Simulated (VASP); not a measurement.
# InP (F-43m) in VASP: settings compared

InP is run at these levels: PBE, PBEsol+D3(BJ); tasks: single point.

All numbers are computed with VASP 6.6.1; they aren't measurements. Logs are shortened: lines on timing, memory, paths and dates and some standing lists are left out, and cuts for length are marked.

**What was measured.**

From a printed reference work, data compilation, for a bulk crystal of InP at 1.6 K: band gap 1.4236 eV (direct).

How close the calculation comes is told below.

**1. The cell of the first run**

Symmetry: F-43m, No. 216, cubic system. Conventional cell: a = 5.861 Å, b = 5.861 Å, c = 5.861 Å, α = 90.00°, β = 90.00°, γ = 90.00°. Within 3.3 Å of In (site symmetry -43m) lie 4 P at 2.54 Å. P (site symmetry -43m) has 4 In at 2.54 Å within 3.3 Å.

**2. Single point, PBE**

INCAR reads:

```
  PREC = Accurate
  ENCUT = 520
  EDIFF = 1E-7
  ISMEAR = -1
  SIGMA = 0.06
  LREAL = False
  LASPH = True
  NELM = 60
  ALGO = Normal
  ISIF = 2
  LWAVE = False
  LCHARG = True
  GGA = PE
  LELF = True
  LVHAR = True
  NBANDS = 16
```

KPOINTS reads:

```
regular mesh
0
Gamma
  4 4 4
```

POSCAR reads:

```
InP
1.0
    0.0000000000      2.9305000000      2.9305000000
    2.9305000000      0.0000000000      2.9305000000
    2.9305000000      2.9305000000      0.0000000000
In P
1 1
Direct
    0.0000000000      0.0000000000      0.0000000000
    0.7500000000      0.7500000000      0.7500000000
```

Potentials or basis: VASP PAW PBE potentials, release 64 (In_d, P).

Launch:

```bash
$ cat potpaw_PBE.64/In_d/POTCAR potpaw_PBE.64/P/POTCAR > POTCAR
$ mpirun -np 1 vasp_std > vasp.out
```

OUTCAR:

```text
PREC = Accurate
   ENCUT = 520
   EDIFF = 1E-7
   ISMEAR = -1
   LREAL = False
   LASPH = True
   NELM = 60
   ISIF = 2
   GGA = PE

 ion  position               nearest neighbor table
   1  0.000  0.000  0.000-   2 2.54   2 2.54   2 2.54   2 2.54
   2  0.750  0.750  0.750-   1 2.54   1 2.54   1 2.54   1 2.54

  LATTYP: Found a face centered cubic cell.
 ALAT       =     5.8610000000

  Lattice vectors:

 A1 = (   0.0000000000,   2.9305000000,   2.9305000000)
 A2 = (   2.9305000000,   0.0000000000,   2.9305000000)
 A3 = (   2.9305000000,   2.9305000000,   0.0000000000)

Analysis of symmetry for initial positions (statically):
=====================================================================
 Subroutine PRICEL returns:
 Original cell was already a primitive cell.

 Routine SETGRP: Setting up the symmetry group for a
 face centered cubic supercell.

 Subroutine GETGRP returns: Found 24 space group operations
 (whereof 24 operations were pure point group operations)
 out of a pool of 48 trial point group operations.

The static configuration has the point symmetry T_d .

Analysis of symmetry for dynamics (positions and initial velocities):
=====================================================================
 Subroutine PRICEL returns:
 Original cell was already a primitive cell.

 Routine SETGRP: Setting up the symmetry group for a
 face centered cubic supercell.

 Subroutine GETGRP returns: Found 24 space group operations
 (whereof 24 operations were pure point group operations)
 out of a pool of 48 trial point group operations.

The dynamic configuration has the point symmetry T_d .

 Subroutine INISYM returns: Found 24 space group operations
 (whereof 24 operations are pure point group operations),
 and found     1 'primitive' translations

----------------------------------------------------------------------------------------

                                     Primitive cell

  volume of cell :      50.3333

  direct lattice vectors                    reciprocal lattice vectors
     0.000000000  2.930500000  2.930500000    -0.170619348  0.170619348  0.170619348
     2.930500000  0.000000000  2.930500000     0.170619348 -0.170619348  0.170619348
     2.930500000  2.930500000  0.000000000     0.170619348  0.170619348 -0.170619348

  length of vectors
     4.144352845  4.144352845  4.144352845     0.295521380  0.295521380  0.295521380

  position of ions in fractional coordinates (direct lattice)
     0.000000000  0.000000000  0.000000000
     0.750000000  0.750000000  0.750000000

  ion indices of the primitive-cell ions
   primitive index   ion index
                 1           1
                 2           2

----------------------------------------------------------------------------------------

 KPOINTS: regular mesh

Automatic generation of k-mesh.
 Grid dimensions read from file:
 generate k-points for:    4    4    4

 Generating k-lattice:

  Cartesian coordinates                     Fractional coordinates (reciprocal lattice)
    -0.042654837  0.042654837  0.042654837     0.250000000  0.000000000  0.000000000
     0.042654837 -0.042654837  0.042654837     0.000000000  0.250000000  0.000000000
     0.042654837  0.042654837 -0.042654837     0.000000000  0.000000000  0.250000000

  Length of vectors
     0.073880345  0.073880345  0.073880345

  Shift w.r.t. Gamma in fractional coordinates (k-lattice)
     0.000000000  0.000000000  0.000000000

 Subroutine IBZKPT returns following result:
 ===========================================

 Found      8 irreducible k-points:

 Following reciprocal coordinates:
            Coordinates               Weight
  0.000000  0.000000  0.000000      1.000000
  0.250000  0.000000  0.000000      8.000000
  0.500000  0.000000  0.000000      4.000000
  0.250000  0.250000  0.000000      6.000000
  0.500000  0.250000  0.000000     24.000000
 -0.250000  0.250000  0.000000     12.000000
  0.500000  0.500000  0.000000      3.000000
 -0.250000  0.500000  0.250000      6.000000
   k-points           NKPTS =      8   k-points in BZ     NKDIM =      8   number of bands    NBANDS=     16
   number of dos      NEDOS =    301   number of ions     NIONS =      2
   total plane-waves  NPLWV =  32768
   dimension x,y,z NGX =    32 NGY =   32 NGZ =   32
   dimension x,y,z NGXF=    64 NGYF=   64 NGZF=   64
   ions per type =               1   1
   NGX,Y,Z   is equivalent  to a cutoff of  12.84, 12.84, 12.84 a.u.
   NGXF,Y,Z  is equivalent  to a cutoff of  25.67, 25.67, 25.67 a.u.
 SYSTEM =  unknown system
   PREC   = accura    normal or accurate (medium, high low for compatibility)
   ISTART =      0    job   : 0-new  1-cont  2-samecut
   ICHARG =      2    charge: 1-file 2-atom 10-const
   ISPIN  =      1    spin polarized calculation?
   LNONCOLLINEAR =      F non collinear calculations
   LSORBIT =      F    spin-orbit coupling
   LASPH  =      T    aspherical Exc in radial PAW
[... 86 lines left out ...]
      9       4.6729      2.00000
     10       7.0107      0.00000
     11       9.9978      0.00000
     12       9.9978      0.00000
     13      10.5462      0.00000
     14      13.7976      0.00000
     15      13.7976      0.00000
     16      14.3530      0.00000

 k-point     3 :       0.5000    0.0000    0.0000
  band No.  band energies     occupation
      1      -9.1164      2.00000
      2      -8.9616      2.00000
      3      -8.9616      2.00000
      4      -8.8365      2.00000
      5      -8.8365      2.00000
      6      -4.5603      2.00000
      7      -0.5169      2.00000
      8       4.2569      2.00000
      9       4.2569      2.00000
     10       6.7139      0.00000
     11      10.0161      0.00000
     12      10.0161      0.00000
     13      12.3236      0.00000
     14      14.7079      0.00000
     15      15.8575      0.00000
     16      15.8575      0.00000

 k-point     4 :       0.2500    0.2500    0.0000
  band No.  band energies     occupation
      1      -9.1005      2.00000
      2      -8.9492      2.00000
      3      -8.9492      2.00000
      4      -8.8734      2.00000
      5      -8.8327      2.00000
      6      -5.3887      2.00000
      7       1.8888      2.00000
      8       3.8160      2.00000
      9       3.8160      2.00000
     10       7.6926      0.00000
     11       8.3524      0.00000
     12      11.5969      0.00000
     13      11.5969      0.00000
     14      12.1553      0.00000
     15      15.1942      0.00000
     16      17.3332      0.00000

 k-point     5 :       0.5000    0.2500    0.0000
  band No.  band energies     occupation
      1      -9.1395      2.00000
      2      -8.9386      2.00000
      3      -8.9261      2.00000
      4      -8.8701      2.00000
      5      -8.8289      2.00000
      6      -4.3002      2.00000
      7      -0.1070      2.00000
      8       2.5072      2.00000
      9       3.4853      2.00000
     10       7.7675      0.00000
     11       9.6000      0.00000
     12      11.4142      0.00000
     13      11.8823      0.00000
     14      14.6853      0.00000
     15      15.9858      0.00000
     16      17.2021      0.00000

 k-point     6 :      -0.2500    0.2500    0.0000
  band No.  band energies     occupation
      1      -9.1109      2.00000
      2      -8.9546      2.00000
      3      -8.9468      2.00000
      4      -8.8514      2.00000
      5      -8.8450      2.00000
      6      -4.6914      2.00000
      7       0.4521      2.00000
      8       2.3958      2.00000
      9       4.2018      2.00000
     10       8.2209      0.00000
     11      10.2751      0.00000
     12      10.8139      0.00000
     13      10.8489      0.00000
     14      13.3137      0.00000
     15      15.6118      0.00000
     16      17.0636      0.00000

 k-point     7 :       0.5000    0.5000    0.0000
  band No.  band energies     occupation
      1      -9.1823      2.00000
      2      -8.9013      2.00000
      3      -8.8959      2.00000
      4      -8.8959      2.00000
      5      -8.8151      2.00000
      6      -3.9017      2.00000
      7      -0.5406      2.00000
      8       2.9026      2.00000
      9       2.9026      2.00000
     10       6.9693      0.00000
     11       7.4816      0.00000
     12      14.4504      0.00000
     13      14.8111      0.00000
     14      14.8111      0.00000
     15      15.9789      0.00000
     16      17.0390      0.00000

 k-point     8 :      -0.2500    0.5000    0.2500
  band No.  band energies     occupation
      1      -9.1486      2.00000
      2      -8.9405      2.00000
      3      -8.9046      2.00000
      4      -8.8703      2.00000
      5      -8.8351      2.00000
      6      -3.8223      2.00000
      7      -0.3903      2.00000
      8       2.2700      2.00000
      9       2.3078      2.00000
     10       9.5092      0.00000
     11       9.6006      0.00000
     12      10.7767      0.00000
     13      11.4319      0.00000
     14      15.4100      0.00000
     15      16.5238      0.00000
     16      17.2568      0.00000

------------------------ aborting loop because EDIFF is reached ----------------------------------------

  FORCE on cell =-STRESS in cart. coord.  units (eV):
  Direction    XX          YY          ZZ          XY          YZ          ZX
  --------------------------------------------------------------------------------------
  -------------------------------------------------------------------------------------
  Total        1.0951731      1.0951731      1.0951731      0.0000000     -0.0000000      0.0000000
  in kB       34.8608663     34.8608663     34.8608663      0.0000000     -0.0000000      0.0000000
  external PRESSURE =      34.8608663 kB  Pullay stress =       0.0000000 kB

 VOLUME and BASIS-vectors are now :
 -----------------------------------------------------------------------------
  energy-cutoff  :      520.00
  volume of cell :       50.33
      direct lattice vectors                 reciprocal lattice vectors
     0.000000000  2.930500000  2.930500000    -0.170619348  0.170619348  0.170619348
     2.930500000  0.000000000  2.930500000     0.170619348 -0.170619348  0.170619348
     2.930500000  2.930500000  0.000000000     0.170619348  0.170619348 -0.170619348

 POSITION                                       TOTAL-FORCE (eV/Angst)
 -----------------------------------------------------------------------------------
      0.00000      0.00000      0.00000         0.000000      0.000000      0.000000
      4.39575      4.39575      4.39575        -0.000000     -0.000000     -0.000000
 -----------------------------------------------------------------------------------
    total drift:                                0.000000      0.000000      0.000000

  FREE ENERGIE OF THE ION-ELECTRON SYSTEM (eV)
  ---------------------------------------------------
  free  energy   TOTEN  =        -8.2721145690 eV

  energy  without entropy=       -8.2719836613  energy(sigma->0) =       -8.27204912
```

Run time: 5.8 s. Hardware: 1 thread of Intel Xeon 6975P-C, shared host; peak memory 0.17 GiB.

Results:

| Quantity | Value |
| --- | --- |
| Free energy | -8.2721 eV |
| Pressure | 3.5 GPa |
| Band gap on the k mesh | 0.70 eV, direct |

Caveat: the k points lie up to 0.46 Å⁻¹ apart; spin-orbit coupling is left out, which moves the levels of the heavy elements.

**3. Single point, PBEsol+D3(BJ)**

INCAR reads:

```
SYSTEM = InP
ALGO     = Normal         ! electronic algorithm
EDIFF    = 1E-6           ! SCF threshold, eV
ENCUT    = 520            ! plane-wave cutoff, eV
GGA      = PS             ! functional
ISIF     = 2              ! what is computed and relaxed
ISMEAR   = 0              ! smearing method
IVDW     = 12             ! dispersion correction
LASPH    = .TRUE.         ! aspherical terms in the spheres
LCHARG   = .TRUE.         ! write CHGCAR
LELF     = .TRUE.         ! ELF
LREAL    = .FALSE.        ! projectors in reciprocal space
LVHAR    = .TRUE.       
LWAVE    = .FALSE.        ! write WAVECAR
NBANDS   = 16             ! bands
NELM     = 80             ! most SCF steps
PREC     = Accurate       ! precision mode
SIGMA    = 0.01           ! smearing width, eV
```

KPOINTS reads:

```
k-points
0
G
  8 8 8
  0 0 0
```

Changes to POSCAR since step 2:

```diff
@@ -9,2 +9,2 @@
     0.0000000000      0.0000000000      0.0000000000
-    0.7500000000      0.7500000000      0.7500000000
+    0.2500000000      0.2500000000      0.2500000000
```

Potentials or basis: VASP PAW PBE potentials, release 64 (In_d, P).

Launch:

```bash
$ cat potpaw_PBE.64/In_d/POTCAR potpaw_PBE.64/P/POTCAR > POTCAR
$ mpirun -np 1 vasp_std > vasp.out
```

Run time: 10 s. Hardware: 1 thread of Intel Xeon 6975P-C, shared host; peak memory 0.19 GiB.

The run converged. Its results:

| Property | Result |
| --- | --- |
| Free energy | -9.7508 eV |
| Pressure | -1.3 GPa |
| Band gap on the k mesh | 0.61 eV, direct |
| Dispersion energy per atom | -0.298 eV |

Levels at points of the mesh, in eV from the valence-band top:
```
           k point  band 5  band 6  band 7  band 8  band 9  band 10  band 11  band 12  band 13  band 14
(0.00, 0.00, 0.00)  -14.00  -11.55    0.00    0.00    0.00     0.61     4.02     4.02     4.02     8.35
(0.50, 0.00, 0.00)  -13.98   -9.80   -5.80   -0.99   -0.99     1.40     4.74     4.74     6.95     9.31
(0.50, 0.50, 0.00)  -13.96   -9.13   -5.82   -2.35   -2.35     1.63     2.16     9.09     9.53     9.53
```

Caveat: three body term missing; the PAW data sets were made with another functional, which shifts forces and pressure a little; spin-orbit coupling is left out, which moves the levels of the heavy elements.

**4. Single point, PBE**

INCAR reads:

```
SYSTEM = InP
ALGO = Normal
EDIFF = 1E-7
ENCUT = 520
GGA = PE
ISIF = 2
ISMEAR = 0
LASPH = .TRUE.
LCHARG = .FALSE.
LREAL = .FALSE.
LWAVE = .FALSE.
NBANDS = 16
NELM = 60
PREC = Accurate
SIGMA = 0.03
```

KPOINTS is that of step 3.

Changes to POSCAR since step 3:

```diff
@@ -9,2 +9,2 @@
     0.0000000000      0.0000000000      0.0000000000
-    0.2500000000      0.2500000000      0.2500000000
+    0.7500000000      0.7500000000      0.7500000000
```

Launch:

```bash
$ cat potpaw_PBE.64/In_d/POTCAR potpaw_PBE.64/P/POTCAR > POTCAR
$ mpirun -np 1 vasp_std > vasp.out
```

Run time: 13 s. Hardware: 1 thread of Intel Xeon 6975P-C, shared host; peak memory 0.18 GiB.

It converged, with:

```
Free energy            : -8.3808 eV
Pressure               : 3.3 GPa
Band gap on the k mesh : 0.71 eV, direct
```

Levels at points of the mesh, in eV from the valence-band top:
```
           k point  band 6  band 7  band 8  band 9  band 10  band 11  band 12  band 13
(0.00, 0.00, 0.00)  -11.52    0.00    0.00    0.00     0.71     4.09     4.09     4.09
(0.50, 0.00, 0.00)   -9.79   -5.73   -0.97   -0.97     1.50     4.81     4.81     7.10
(0.50, 0.50, 0.00)   -9.14   -5.75   -2.32   -2.32     1.76     2.27     9.21     9.60
```

Caveat: spin-orbit coupling is left out, which moves the levels of the heavy elements. Expect the measured gap to be larger: semilocal functionals such as PBE lack the derivative discontinuity.

**5. Single point, PBE**

INCAR reads:

```
SYSTEM = InP
PREC     = Accurate       ! precision mode
ENCUT    = 520            ! plane-wave cutoff, eV
EDIFF    = 1E-7           ! SCF threshold, eV
ISMEAR   = 0              ! smearing method
SIGMA    = 0.028999999999999998 ! smearing width, eV
LREAL    = .False.        ! projectors in reciprocal space
LASPH    = .True.         ! aspherical terms in the spheres
NELM     = 100            ! most SCF steps
ALGO     = Normal         ! electronic algorithm
ISIF     = 2              ! what is computed and relaxed
LWAVE    = .False.        ! write WAVECAR
LCHARG   = .False.        ! write CHGCAR
GGA      = PE             ! functional
NBANDS   = 16             ! bands
```

KPOINTS reads:

```
Automatic mesh
0
Gamma
  8 8 8
  0 0 0
```

POSCAR is that of step 4.

Launch:

```bash
$ cat potpaw_PBE.64/In_d/POTCAR potpaw_PBE.64/P/POTCAR > POTCAR
$ mpirun -np 1 vasp_std > vasp.out
```

It took 14 s on 1 thread of Intel Xeon 6975P-C, shared host; peak memory 0.18 GiB.

The run converged. Its results:

```yaml
Free_energy: -8.3808 eV
Pressure: 3.3 GPa
Band_gap_on_the_k_mesh: 0.71 eV, direct
```

Levels at points of the mesh, in eV from the valence-band top:
| k point | band 5 | band 6 | band 7 | band 8 | band 9 | band 10 | band 11 | band 12 | band 13 | band 14 |
| --- | --- | --- | --- | --- | --- | --- | --- | --- | --- | --- |
| (0.00, 0.00, 0.00) | -14.03 | -11.52 | 0.00 | 0.00 | 0.00 | 0.71 | 4.09 | 4.09 | 4.09 | 8.58 |
| (0.50, 0.00, 0.00) | -14.02 | -9.79 | -5.73 | -0.97 | -0.97 | 1.50 | 4.81 | 4.81 | 7.10 | 9.48 |
| (0.50, 0.50, 0.00) | -14.00 | -9.14 | -5.75 | -2.32 | -2.32 | 1.76 | 2.27 | 9.21 | 9.60 | 9.60 |

Caveat: spin-orbit coupling is left out, which moves the levels of the heavy elements. A hybrid or GW would open this gap; PBE tends to underestimate it.

**6. Overview**

```csv
level,k mesh,smearing,gap on the mesh (eV),pressure (GPa)
PBE,4 × 4 × 4,fermi-dirac 0.06 eV,0.70,3.5
PBEsol+D3(BJ),8 × 8 × 8,gaussian 0.01 eV,0.61,-1.3
PBE,8 × 8 × 8,gaussian 0.03 eV,0.71,3.3
PBE,8 × 8 × 8,gaussian 0.029 eV,0.71,3.3
```

Alike in all rows: task single point; potentials or basis VASP PAW PBE potentials, release 64 (In_d, P); no spin polarisation; cell as given; cutoff (eV) 520.

Caveats: some runs use coarse meshes; spin-orbit coupling is left out, which moves the levels of the heavy elements; three body term missing (some runs); the PAW data sets were made with another functional, which shifts forces and pressure a little (some runs).

Absolute energies hang on the potentials; compare differences alone.

**7. Against experiment**

Step 3. Against the measured gap of InP, 1.4236 eV (direct; 1.6 K; a printed reference work, data compilation), the calculated 0.61 eV is off by -0.81 eV. Spin-orbit coupling on In is left out. The value is that of PBEsol+D3(BJ), without temperature or zero-point motion. Semilocal functionals fall short of measured gaps as a rule.
